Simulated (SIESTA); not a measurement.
Crystal: ZrN.

```
CELL_PARAMETERS angstrom
0.00000 2.30000 2.30000
2.30000 0.00000 2.30000
2.30000 2.30000 0.00000
ATOMIC_POSITIONS crystal
Zr 0.50000 0.50000 0.50000
N 0.00000 0.00000 0.00000
```

- Program: SIESTA 5.4.2
- Task: single point
- Functional: PBE
- Potentials or basis: PseudoDojo 0.4 standard (PBE files)
- Basis: DZP (energy shift 0.002 Ry)
- Grid cutoff: 800 Ry
- Energy shift: 0.002 Ry
- k mesh: 10 × 10 × 10
- Occupations: fermi-dirac, width 0.05 eV
- Spin: no spin polarisation

On this cell: pressure 3.2 GPa; largest force zero by symmetry; band gap on the k mesh none (metal or under the smearing width).

The same run follows on a disturbed copy (atoms moved at random, drawn with an rms of 0.05 Å):

```
Zr N
1.0
     0.00000    2.30000    2.30000
     2.30000    0.00000    2.30000
     2.30000    2.30000    0.00000
Zr N
1 1
Direct
  0.49908 0.50418 0.49783
  0.00043 0.99544 0.00642
```

Question: What does the disturbed cell give?

Answer: The energy (extrapolated to zero smearing) moves by +2.2 meV/atom; pressure 3.3 GPa; largest force 0.307 eV/Å; band gap on the k mesh none (metal or under the smearing width).

Forces on the atoms (eV/Å):
```
Zr  -0.005  0.245 -0.184
N    0.004 -0.246  0.184
```

Stress tensor (GPa, compression positive):
```
3.28 0.00 0.00
0.00 3.34 0.06
0.00 0.06 3.30
```

Caveats: semicore shells carry a single zeta, which can move pressures by several GPa and volumes by a few percent; the basis of atomic orbitals isn't converged, which shifts pressures, moduli and gaps.
